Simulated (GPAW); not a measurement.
## Pt in GPAW: convergence with grid spacing (A)

Input of the first run (grid spacing (A) 0.26); the others differ in this setting and in those tied to it:

Contents of run.py:

```python
from ase.dft.bandgap import bandgap
from ase.io import read, write
from gpaw import GPAW

atoms = read('Pt.xyz')

calc = GPAW(mode='fd',
            h=0.26,
            xc='PBE',
            kpts={'size': (12, 12, 12), 'gamma': True},
            occupations={'name': 'fermi-dirac', 'width': 0.05},
            nbands=17,
            convergence={'density': 1e-05, 'energy': 1e-05},
            maxiter=100,
            txt='gpaw.txt')
atoms.calc = calc
energy = atoms.get_potential_energy()
forces = atoms.get_forces()
calc.write('gs.gpw')
write('result.traj', atoms)
print(f'Energy: {energy:.6f} eV')
print('Forces (eV/A):')
print(forces.round(4))
print('Fermi level:', round(calc.get_fermi_level(), 4), 'eV')
print(f'Gap: {bandgap(calc)[0]:.4f} eV, direct: {bandgap(calc, direct=True)[0]:.4f} eV')
```

Contents of Pt.xyz:

```xyz
1
Lattice="0.0000000000 1.9609000000 1.9609000000 1.9609000000 0.0000000000 1.9609000000 1.9609000000 1.9609000000 0.0000000000" Properties=species:S:1:pos:R:3 pbc="T T T"
Pt     0.0000000000      0.0000000000      0.0000000000
```

Potentials or basis: GPAW PAW data sets (gpaw-data 1.2.1), fd.

Command:

```bash
$ OMP_NUM_THREADS=1 python run.py
```

Hardware: 1 thread of Arm Neoverse V2 (shared host).

```
grid spacing (A)  energy less the tightest run, at zero smearing (meV/atom)  SCF cycles  CPU time (s)  peak memory (GiB)
            0.26                                                    -550.84           9           8.8               0.14
            0.23                                                    -550.84           9           8.6               0.14
             0.2                                                     -54.58          10            24               0.22
            0.18                                                     -54.58          10            24               0.22
            0.16                                                      -9.09          10            53               0.36
            0.14                                                      -9.09          10            53               0.36
            0.12                                                       0.00          10            95               0.59
```

Not settled before the last step: the energy (to 1 meV/atom). The tightest run that finished is the yardstick and may itself not be fully converged.

Caveat, for the tightest run too: the real-space grid adds noise to forces. The run has no spin-orbit coupling, so splittings on Pt are missing.
